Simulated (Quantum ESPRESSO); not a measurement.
# Ta2C (P-3m1) in Quantum ESPRESSO: notebook

The runs below take Ta2C through single point, equation of state, with LDA.

Program: Quantum ESPRESSO 7.5. These are calculated values, not measurements. Logs are shortened: lines on timing, memory, paths and dates and some standing lists are left out, and cuts for length are marked.

### Step 1. The structure

It takes space group P-3m1 (No. 164, trigonal). The conventional cell has a = 3.106 Å, b = 3.106 Å, c = 4.946 Å, α = 90.00°, β = 90.00°, γ = 120.00°. Ta (site symmetry 3m) has 3 C at 2.18 Å as nearest neighbours. C (site symmetry -3m) is surrounded by 6 Ta at 2.18 Å.

### Step 2. Single point, LDA, 12.95 Å³/atom

Contents of pw.in:

```
&CONTROL
  calculation = 'scf'
  prefix = 'pwscf'
  outdir = './tmp'
  pseudo_dir = './pseudo'
  tstress = .true.
  disk_io = 'nowf'
/
&SYSTEM
  ibrav = 0
  nat = 3
  ntyp = 2
  ecutwfc = 56
  ecutrho = 448
  nbnd = 22
  occupations = 'smearing'
  smearing = 'fd'
  degauss = 0.00367493
/
&ELECTRONS
  conv_thr = 6d-10
  electron_maxstep = 120
  mixing_beta = 0.5
/
ATOMIC_SPECIES
Ta   180.9479 ta_lda_v1.uspp.F.UPF
C     12.0110 c_lda_v1.2.uspp.F.UPF
CELL_PARAMETERS angstrom
   3.0424964951    0.0000000000    0.0000000000
  -1.5212482475    2.6348792556    0.0000000000
   0.0000000000    0.0000000000    4.8454247282
ATOMIC_POSITIONS crystal
Ta     0.6666666667    0.3333333333    0.7479900000
Ta     0.3333333333    0.6666666667    0.2520100000
C      0.0000000000    0.0000000000    0.0000000000
K_POINTS automatic
10 10 6 0 0 0
```

Potentials or basis: GBRV 1.5 LDA.

Command:

```
$ OMP_NUM_THREADS=1 mpirun -n 2 pw.x -nk 2 -in pw.in > pw.out
```

pw.out:

```text
This program is part of the open-source Quantum ESPRESSO suite
     for quantum simulation of materials; please cite
[... 13 lines left out ...]
     --------------------
     sticks:   dense  smooth     PW     G-vecs:    dense   smooth      PW
     Sum        1027     511    151                42007    14869    2477

     Using Slab Decomposition

     bravais-lattice index     =            0
     lattice parameter (alat)  =       5.7495  a.u.
     unit-cell volume          =     262.1315 (a.u.)^3
     number of atoms/cell      =            3
     number of atomic types    =            2
     number of electrons       =        30.00
     number of Kohn-Sham states=           22
     kinetic-energy cutoff     =      56.0000  Ry
     charge density cutoff     =     448.0000  Ry
     scf convergence threshold =      6.0E-10
     mixing beta               =       0.5000
     number of iterations used =            8  plain     mixing
     Exchange-correlation= SLA  PZ   NOGX NOGC
                           (   1   1   0   0   0   0   0)

     celldm(1)=   5.749485  celldm(2)=   0.000000  celldm(3)=   0.000000
     celldm(4)=   0.000000  celldm(5)=   0.000000  celldm(6)=   0.000000

     crystal axes: (cart. coord. in units of alat)
               a(1) = (   1.000000   0.000000   0.000000 )
               a(2) = (  -0.500000   0.866025   0.000000 )
               a(3) = (   0.000000   0.000000   1.592582 )

     reciprocal axes: (cart. coord. in units 2 pi/alat)
               b(1) = (  1.000000  0.577350 -0.000000 )
               b(2) = (  0.000000  1.154701  0.000000 )
               b(3) = (  0.000000 -0.000000  0.627911 )

     PseudoPot. # 1 for Ta read from file:
     ta_lda_v1.uspp.F.UPF
     Pseudo is Ultrasoft + core correction, Zval = 13.0
     Generated by new atomic code, or converted to UPF format
     Using radial grid of  921 points,  7 beta functions with:
                l(1) =   0
                l(2) =   0
                l(3) =   1
                l(4) =   1
                l(5) =   2
                l(6) =   2
                l(7) =   3
     Q(r) pseudized with  6 coefficients,  rinner =    1.300   1.300   1.300
                                                       1.300   1.300   1.300
                                                       1.300

     PseudoPot. # 2 for C  read from file:
     c_lda_v1.2.uspp.F.UPF
     Pseudo is Ultrasoft + core correction, Zval =  4.0
     Generated by new atomic code, or converted to UPF format
     Using radial grid of  721 points,  4 beta functions with:
                l(1) =   0
                l(2) =   0
                l(3) =   1
                l(4) =   1
     Q(r) pseudized with  8 coefficients,  rinner =    1.100   1.100   1.100

     atomic species   valence    mass     pseudopotential
     Ta               13.00   180.94790     Ta( 1.00)
     C                 4.00    12.01100     C ( 1.00)

     12 Sym. Ops., with inversion, found

   Cartesian axes

     site n.     atom                  positions (alat units)
         1        Ta     tau(   1) = (   0.5000000   0.2886751   1.1912353  )
         2        Ta     tau(   2) = (  -0.0000000   0.5773503   0.4013466  )
         3        C      tau(   3) = (   0.0000000   0.0000000   0.0000000  )

     number of k points=    72  Fermi-Dirac smearing, width (Ry)=  0.0037
                       cart. coord. in units 2pi/alat
        k(    1) = (   0.0000000   0.0000000   0.0000000), wk =   0.0033333
        k(    2) = (   0.0000000   0.0000000   0.1046519), wk =   0.0066667
        k(    3) = (   0.0000000   0.0000000   0.2093037), wk =   0.0066667
        k(    4) = (   0.0000000   0.0000000  -0.3139556), wk =   0.0033333
        k(    5) = (   0.0000000   0.1154701   0.0000000), wk =   0.0200000
        k(    6) = (   0.0000000   0.1154701   0.1046519), wk =   0.0200000
[... 64 lines left out ...]
        k(   71) = (  -0.2000000   0.4618802  -0.1046519), wk =   0.0400000
        k(   72) = (  -0.2000000   0.4618802  -0.2093037), wk =   0.0400000

     Dense  grid:    42007 G-vectors     FFT dimensions: (  40,  40,  64)

     Smooth grid:    14869 G-vectors     FFT dimensions: (  27,  27,  45)

     Initial potential from superposition of free atoms

     starting charge      29.9982, renormalised to      30.0000

     negative rho (up, down):  1.850E-01 0.000E+00
     Starting wfcs are   30 randomized atomic wfcs

     Self-consistent Calculation

     iteration #  1     ecut=    56.00 Ry     beta= 0.50
     Davidson diagonalization with overlap
     ethr =  1.00E-02,  avg # of iterations =  2.0

     negative rho (up, down):  1.905E-01 0.000E+00

     total energy              =    -295.24566945 Ry
     estimated scf accuracy    <       0.68468767 Ry

     iteration #  2     ecut=    56.00 Ry     beta= 0.50
     Davidson diagonalization with overlap
     ethr =  2.28E-03,  avg # of iterations =  2.6

     negative rho (up, down):  1.927E-01 0.000E+00

     total energy              =    -295.41623313 Ry
     estimated scf accuracy    <       0.51077383 Ry

     iteration #  3     ecut=    56.00 Ry     beta= 0.50
     Davidson diagonalization with overlap
     ethr =  1.70E-03,  avg # of iterations =  2.0

     negative rho (up, down):  1.947E-01 0.000E+00

     total energy              =    -295.51167818 Ry
     estimated scf accuracy    <       0.00667760 Ry

     iteration #  4     ecut=    56.00 Ry     beta= 0.50
     Davidson diagonalization with overlap
     ethr =  2.23E-05,  avg # of iterations =  3.2
[... 28 lines left out ...]
     negative rho (up, down):  1.975E-01 0.000E+00

     total energy              =    -295.51257858 Ry
     estimated scf accuracy    <       0.00000031 Ry

     iteration #  8     ecut=    56.00 Ry     beta= 0.50
     Davidson diagonalization with overlap
     ethr =  1.04E-09,  avg # of iterations =  2.0

     negative rho (up, down):  1.975E-01 0.000E+00

     total energy              =    -295.51257865 Ry
     estimated scf accuracy    <          6.7E-09 Ry

     iteration #  9     ecut=    56.00 Ry     beta= 0.50
     Davidson diagonalization with overlap
     ethr =  2.25E-11,  avg # of iterations =  2.4

     negative rho (up, down):  1.975E-01 0.000E+00

     End of self-consistent calculation

          k = 0.0000 0.0000 0.0000 (  1809 PWs)   bands (ev):

   -48.1980 -48.1078 -15.3348 -14.4691 -14.4691 -14.3339 -14.3339 -14.2484
     6.3191  12.2891  15.6077  15.6077  16.6412  19.3599  19.9306  19.9306
    20.6058  20.6058  21.9315  21.9315  22.4385  27.3353

          k = 0.0000 0.0000 0.1047 (  1840 PWs)   bands (ev):

   -48.1920 -48.1139 -15.2679 -14.4602 -14.4602 -14.3429 -14.3429 -14.3264
     6.4521  12.1200  15.5362  15.5362  16.7472  19.0461  19.6592  19.6592
    20.9269  20.9269  22.3659  22.3659  22.8709  26.5202

          k = 0.0000 0.0000 0.2093 (  1858 PWs)   bands (ev):

   -48.1756 -48.1305 -15.0826 -14.5335 -14.4358 -14.4358 -14.3675 -14.3675
     6.7439  11.7481  15.4074  15.4074  17.0931  18.4114  19.2483  19.2483
    21.8210  21.8210  23.0114  23.0114  23.6273  25.5234

          k = 0.0000 0.0000-0.3140 (  1846 PWs)   bands (ev):

   -48.1535 -48.1526 -14.8645 -14.7625 -14.4071 -14.4071 -14.3963 -14.3963
     6.9064  11.5424  15.3489  15.3489  17.5417  17.8548  19.0838  19.0838
    22.5766  22.5766  23.1366  23.1366  23.9797  25.1513

          k = 0.0000 0.1155 0.0000 (  1832 PWs)   bands (ev):

   -48.1914 -48.1051 -15.3017 -14.5436 -14.4951 -14.4061 -14.3407 -14.2610
     6.5308  12.5922  14.8201  15.6472  17.0006  19.0748  19.5556  20.1523
    20.2151  20.3072  22.3267  22.5551  23.5311  27.6423
[... 69 lines left out ...]
   -48.1288 -48.0889 -15.1657 -14.9782 -14.9182 -14.6865 -14.4528 -14.4230
     8.0595  12.5389  14.8157  15.2956  15.6953  17.5912  19.0170  22.2102
    22.6941  23.8179  24.0462  24.6983  26.1735  26.1986

          k = 0.0000 0.4619 0.1047 (  1863 PWs)   bands (ev):

   -48.1261 -48.0916 -15.2276 -15.0118 -14.8199 -14.6677 -14.4518 -14.4428
     7.9575  12.8206  14.7943  15.4510  16.0355  17.2586  18.7911  21.5461
    21.9837  23.4593  24.4154  24.7644  25.5428  27.5160

          k = 0.0000 0.4619 0.2093 (  1855 PWs)   bands (ev):

   -48.1188 -48.0989 -15.2683 -15.1109 -14.6584 -14.6200 -14.4922 -14.4665
     7.9021  12.8497  14.7129  15.6629  16.6008  17.2128  18.7452  20.9954
    21.1815  23.3789  24.0292  24.5054  25.4872  28.6871

          k = 0.0000 0.4619-0.3140 (  1858 PWs)   bands (ev):

   -48.1091 -48.1086 -15.2426 -15.1946 -14.5708 -14.5453 -14.5421 -14.5183
     7.9450  12.5883  14.6469  15.7012  16.8114  17.6021  18.7525  21.0586
    21.1106  23.3721  23.5070  24.1116  25.9255  28.2719

          k = 0.0000-0.5774 0.0000 (  1890 PWs)   bands (ev):

   -48.1191 -48.0892 -15.2346 -15.0322 -14.8559 -14.7072 -14.5034 -14.4341
     8.1764  12.4549  14.9498  15.2123  15.4457  17.6617  19.2681  22.9714
    23.1061  24.4308  24.8551  25.0086  25.2158  25.6866

          k = 0.0000-0.5774 0.1047 (  1866 PWs)   bands (ev):

   -48.1171 -48.0912 -15.2697 -15.0856 -14.7820 -14.6896 -14.4839 -14.4526
     8.1371  12.4545  14.8199  15.3196  15.7317  17.8072  19.1570  22.4680
    22.5264  23.9938  24.8122  24.8308  25.4910  26.5308

          k = 0.0000-0.5774 0.2093 (  1856 PWs)   bands (ev):

   -48.1116 -48.0967 -15.3049 -15.1906 -14.6429 -14.6415 -14.5025 -14.4729
     8.0647  12.4296  14.6527  15.5585  16.3630  18.0871  18.8846  21.5171
    21.5453  23.9762  24.7029  24.7376  25.0782  27.9856

          k = 0.0000-0.5774-0.3140 (  1848 PWs)   bands (ev):

   -48.1044 -48.1039 -15.2954 -15.2596 -14.5875 -14.5574 -14.5409 -14.5105
     8.0313  12.4047  14.6039  15.6937  16.7275  18.3966  18.5619  21.0670
    21.0831  24.0304  24.6247  24.7164  24.8692  27.7749

          k = 0.1000 0.1732 0.0000 (  1833 PWs)   bands (ev):

   -48.1792 -48.1005 -15.2388 -14.6547 -14.6029 -14.4769 -14.3713 -14.2869
     6.9056  13.1393  14.0389  15.6196  17.0879  18.1561  19.3495  19.9806
    20.3770  20.9549  22.8731  23.3416  24.7336  27.5097

          k = 0.1000 0.1732 0.1047 (  1847 PWs)   bands (ev):

   -48.1740 -48.1058 -15.1915 -14.6345 -14.6124 -14.4979 -14.3829 -14.3192
     6.9891  12.9451  14.2197  15.5459  17.0580  18.1395  19.3555  19.6037
    20.5779  21.2519  23.0370  23.3516  25.1022  26.4613

          k = 0.1000 0.1732 0.2093 (  1853 PWs)   bands (ev):

   -48.1597 -48.1203 -15.0631 -14.6968 -14.5786 -14.5046 -14.4145 -14.3940
     7.1657  12.6153  14.5240  15.4371  17.1394  17.9390  18.6076  19.8135
    20.9613  22.0441  23.0895  23.3844  25.1775  26.0004

          k = 0.1000 0.1732-0.3140 (  1854 PWs)   bands (ev):

   -48.1404 -48.1396 -14.9295 -14.8212 -14.5083 -14.5057 -14.4522 -14.4414
     7.2596  12.4594  14.6708  15.3998  17.2849  17.8083  18.1757  19.7718
    21.8164  22.2353  22.9621  23.0533  25.1295  25.9973

          k = 0.1000 0.2887 0.0000 (  1846 PWs)   bands (ev):
[... 241 lines left out ...]
   -48.1171 -48.0912 -15.2234 -15.0649 -14.8063 -14.7023 -14.5168 -14.4566
     8.1903  12.5481  14.8591  15.0608  16.0016  17.8576  18.9564  22.0390
    22.8280  23.4267  24.4824  25.0496  25.9767  26.1911

          k =-0.1000 0.5196-0.2093 (  1860 PWs)   bands (ev):

   -48.1117 -48.0966 -15.2550 -15.1699 -14.7337 -14.6133 -14.5532 -14.4373
     8.1408  12.5159  14.7265  15.1246  16.6060  18.1735  18.8790  20.7439
    22.7423  23.0069  24.3209  24.7732  25.8343  27.2631

          k =-0.2000 0.4619-0.1047 (  1858 PWs)   bands (ev):

   -48.1172 -48.0911 -15.1219 -15.0556 -14.8061 -14.7442 -14.5949 -14.4589
     8.2056  13.0208  14.6249  15.0368  16.6907  17.4927  18.2296  21.8050
    22.3330  22.7396  24.4305  25.4479  25.7030  26.9488

          k =-0.2000 0.4619-0.2093 (  1852 PWs)   bands (ev):

   -48.1117 -48.0966 -15.1522 -15.1339 -14.8111 -14.7054 -14.5483 -14.4228
     8.1958  13.0244  14.3740  14.9787  17.2540  17.8485  18.3197  20.9157
    21.4461  23.1982  24.4755  25.1084  26.1691  27.1305

     the Fermi energy is    19.4134 ev

!    total energy              =    -295.51257865 Ry
     estimated scf accuracy    <          7.0E-11 Ry
     smearing contrib. (-TS)   =      -0.00049830 Ry
     internal energy E=F+TS    =    -295.51208036 Ry

     The total energy is F=E-TS. E is the sum of the following terms:
     one-electron contribution =     -23.80817406 Ry
     hartree contribution      =      29.21715418 Ry
     xc contribution           =     -87.97893747 Ry
     ewald contribution        =    -212.94212301 Ry

     convergence has been achieved in   9 iterations

     Computing stress (Cartesian axis) and pressure

     negative rho (up, down):  1.975E-01 0.000E+00
          total   stress  (Ry/bohr**3)                   (kbar)     P=      108.28
   0.00074664  -0.00000000   0.00000000          109.83       -0.00        0.00
  -0.00000000   0.00074664   0.00000000           -0.00      109.83        0.00
   0.00000000   0.00000000   0.00071496            0.00        0.00      105.17

=------------------------------------------------------------------------------=
   JOB DONE.
=------------------------------------------------------------------------------=
```

Wall time 18 s (2 MPI ranks of Intel Xeon Platinum 8488C (Sapphire Rapids), shared host); peak memory 0.44 GiB.

Results:

```
Free energy            : -4020.6535 eV
Pressure               : 10.8 GPa
Band gap on the k mesh : none (metal or under the smearing width)
```

### Step 3. Single point, LDA, 13.22 Å³/atom

Edit pw.in of step 2 so:

```diff
@@ -28,5 +28,5 @@
 CELL_PARAMETERS angstrom
-   3.0424964951    0.0000000000    0.0000000000
-  -1.5212482475    2.6348792556    0.0000000000
-   0.0000000000    0.0000000000    4.8454247282
+   3.0639232327    0.0000000000    0.0000000000
+  -1.5319616163    2.6534353547    0.0000000000
+   0.0000000000    0.0000000000    4.8795485618
 ATOMIC_POSITIONS crystal
```

Potentials or basis: GBRV 1.5 LDA.

Command:

```
$ OMP_NUM_THREADS=1 mpirun -n 2 pw.x -nk 2 -in pw.in > pw.out
```

Wall time 19 s (2 MPI ranks of Intel Xeon Platinum 8488C (Sapphire Rapids), shared host); peak memory 0.44 GiB.

It converged, with:

```
Free energy            : -4020.6913 eV
Pressure               : 3.8 GPa
Band gap on the k mesh : none (metal or under the smearing width)
```

### Step 4. Single point, LDA, 13.50 Å³/atom

Edit pw.in of step 3 so:

```diff
@@ -28,5 +28,5 @@
 CELL_PARAMETERS angstrom
-   3.0639232327    0.0000000000    0.0000000000
-  -1.5319616163    2.6534353547    0.0000000000
-   0.0000000000    0.0000000000    4.8795485618
+   3.0850544055    0.0000000000    0.0000000000
+  -1.5425272027    2.6717354872    0.0000000000
+   0.0000000000    0.0000000000    4.9132016843
 ATOMIC_POSITIONS crystal
```

Command:

```
$ OMP_NUM_THREADS=1 mpirun -n 2 pw.x -nk 2 -in pw.in > pw.out
```

Run time: 20 s. Hardware: 2 MPI ranks of Intel Xeon Platinum 8488C (Sapphire Rapids), shared host; peak memory 0.44 GiB.

It converged, with:

- Free energy: -4020.6948 eV
- Pressure: -2.5 GPa
- Band gap on the k mesh: none (metal or under the smearing width)

### Step 5. Single point, LDA, 13.77 Å³/atom

Edit pw.in of step 4 so:

```diff
@@ -28,5 +28,5 @@
 CELL_PARAMETERS angstrom
-   3.0850544055    0.0000000000    0.0000000000
-  -1.5425272027    2.6717354872    0.0000000000
-   0.0000000000    0.0000000000    4.9132016843
+   3.1059000000    0.0000000000    0.0000000000
+  -1.5529500000    2.6897883016    0.0000000000
+   0.0000000000    0.0000000000    4.9464000000
 ATOMIC_POSITIONS crystal
```

Command:

```
$ OMP_NUM_THREADS=1 mpirun -n 2 pw.x -nk 2 -in pw.in > pw.out
```

Wall time 20 s (2 MPI ranks of Intel Xeon Platinum 8488C (Sapphire Rapids), shared host); peak memory 0.46 GiB.

The run converged. Its results:

- Free energy: -4020.6675 eV
- Pressure: -8.1 GPa
- Band gap on the k mesh: none (metal or under the smearing width)

### Step 6. Single point, LDA, 14.05 Å³/atom

Edit pw.in of step 5 so:

```diff
@@ -28,5 +28,5 @@
 CELL_PARAMETERS angstrom
-   3.1059000000    0.0000000000    0.0000000000
-  -1.5529500000    2.6897883016    0.0000000000
-   0.0000000000    0.0000000000    4.9464000000
+   3.1264694736    0.0000000000    0.0000000000
+  -1.5632347368    2.7076019883    0.0000000000
+   0.0000000000    0.0000000000    4.9791585706
 ATOMIC_POSITIONS crystal
```

Potentials or basis: GBRV 1.5 LDA.

Command:

```
$ OMP_NUM_THREADS=1 mpirun -n 2 pw.x -nk 2 -in pw.in > pw.out
```

Wall time 19 s (2 MPI ranks of Intel Xeon Platinum 8488C (Sapphire Rapids), shared host); peak memory 0.46 GiB.

The run converged. Its results:

```
Free energy            : -4020.6125 eV
Pressure               : -13.2 GPa
Band gap on the k mesh : none (metal or under the smearing width)
```

### Step 7. Single point, LDA, 14.33 Å³/atom

Edit pw.in of step 6 so:

```diff
@@ -28,5 +28,5 @@
 CELL_PARAMETERS angstrom
-   3.1264694736    0.0000000000    0.0000000000
-  -1.5632347368    2.7076019883    0.0000000000
-   0.0000000000    0.0000000000    4.9791585706
+   3.1467717923    0.0000000000    0.0000000000
+  -1.5733858962    2.7251843121    0.0000000000
+   0.0000000000    0.0000000000    5.0114916751
 ATOMIC_POSITIONS crystal
```

Command:

```
$ OMP_NUM_THREADS=1 mpirun -n 2 pw.x -nk 2 -in pw.in > pw.out
```

It took 18 s on 2 MPI ranks of Intel Xeon Platinum 8488C (Sapphire Rapids), shared host; peak memory 0.48 GiB.

Results (log left out):

- Free energy: -4020.5325 eV
- Pressure: -17.8 GPa
- Band gap on the k mesh: none (metal or under the smearing width)

### Step 8. Single point, LDA, 14.60 Å³/atom

Edit pw.in of step 7 so:

```diff
@@ -28,5 +28,5 @@
 CELL_PARAMETERS angstrom
-   3.1467717923    0.0000000000    0.0000000000
-  -1.5733858962    2.7251843121    0.0000000000
-   0.0000000000    0.0000000000    5.0114916751
+   3.1668154652    0.0000000000    0.0000000000
+  -1.5834077326    2.7425426419    0.0000000000
+   0.0000000000    0.0000000000    5.0434128648
 ATOMIC_POSITIONS crystal
```

Command:

```
$ OMP_NUM_THREADS=1 mpirun -n 2 pw.x -nk 2 -in pw.in > pw.out
```

It took 19 s on 2 MPI ranks of Intel Xeon Platinum 8488C (Sapphire Rapids), shared host; peak memory 0.48 GiB.

It converged, with:

| Quantity | Value |
| --- | --- |
| Free energy | -4020.4302 eV |
| Pressure | -21.9 GPa |
| Band gap on the k mesh | none (metal or under the smearing width) |

### Step 9. Equation of state, LDA

Potentials or basis: GBRV 1.5 LDA.

This step only gathers the single runs of the series.

Results:

```
Equilibrium volume                        : 13.39 Å³/atom
Bulk modulus at fixed shape and positions : 303 GPa
Pressure derivative of the bulk modulus   : 4.2
```

Energy against volume, from the lowest point:
| volume (Å³/atom) | energy (meV/atom) |
| --- | --- |
| 12.948 | 13.78 |
| 13.223 | 1.18 |
| 13.499 | 0.00 |
| 13.774 | 9.09 |
| 14.050 | 27.43 |
| 14.325 | 54.09 |
| 14.601 | 88.20 |

Caveat: the cell was scaled at fixed shape and fractional positions, which overstates the stiffness of a crystal with free parameters, most of all of layers and chains.
